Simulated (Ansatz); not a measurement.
A 6-atom cell of HfSiO4 built on the anatase structure (relaxed group I-4m2) was relaxed with 3 functionals in Ansatz 0.2.0, cell and atoms free, the symmetry of the start kept (meshes: PBE 10×10×10, r2SCAN 8×8×8, PBEsol 8×8×8). The cell comes from a prototype generator: it can be a known phase or a hypothetical one. Spin polarisation is off.

The r2SCAN result:
```yaml
crystal:
  lattice:
    - [-1.85878, 1.85878, 4.88043]
    - [1.85878, -1.85878, 4.88043]
    - [1.85878, 1.85878, -4.88043]
  atoms:
    - { symbol: Si, position: [0.00000, 0.00000, 0.00000] }
    - { symbol: Hf, position: [0.75000, 0.25000, 0.50000] }
    - { symbol: O, position: [0.97172, 0.47172, 0.50000] }
    - { symbol: O, position: [0.17774, 0.17774, 0.00000] }
    - { symbol: O, position: [0.52828, 0.02828, 0.50000] }
    - { symbol: O, position: [0.82226, 0.82226, 0.00000] }
```

It is tetragonal, I-4m2 (No. 119); a = 3.718 Å, c = 9.761 Å in the conventional setting, 11.24 Å³ an atom. Si is surrounded by 6 O at 1.73–1.88 Å; Hf is surrounded by 6 O at 1.99–2.16 Å; O is surrounded by 2 Si at 1.88 Å and 1 Hf at 2.16 Å; O is surrounded by 1 Si at 1.73 Å and 2 Hf at 1.99 Å.

(1) How does the cell change with PBEsol?

(2) How does the cell change with PBE?

(3) Held at the r2SCAN cell, what mean stress does PBE find, and does its sign point to its own minimum?

Results:

(1) a = 3.714 Å, c = 9.802 Å; the volume differs by +0.2 % from r2SCAN's. Around Si lie 6 O at 1.74–1.88 Å; around Hf lie 6 O at 1.99–2.16 Å; around O lie 2 Si at 1.88 Å and 1 Hf at 2.16 Å (further sites aren't listed).

(2) a = 3.752 Å, c = 9.861 Å; the volume differs by +2.9 % from r2SCAN's. Si has 6 O at 1.75–1.90 Å; Hf has 6 O at 2.01–2.17 Å; O has 2 Si at 1.90 Å and 1 Hf at 2.17 Å (further sites aren't listed).

(3) Yes. PBE +6.10 GPa, and its relaxed volume is +2.9 % from r2SCAN's. Compression counts positive, so a positive stress asks for a larger cell.
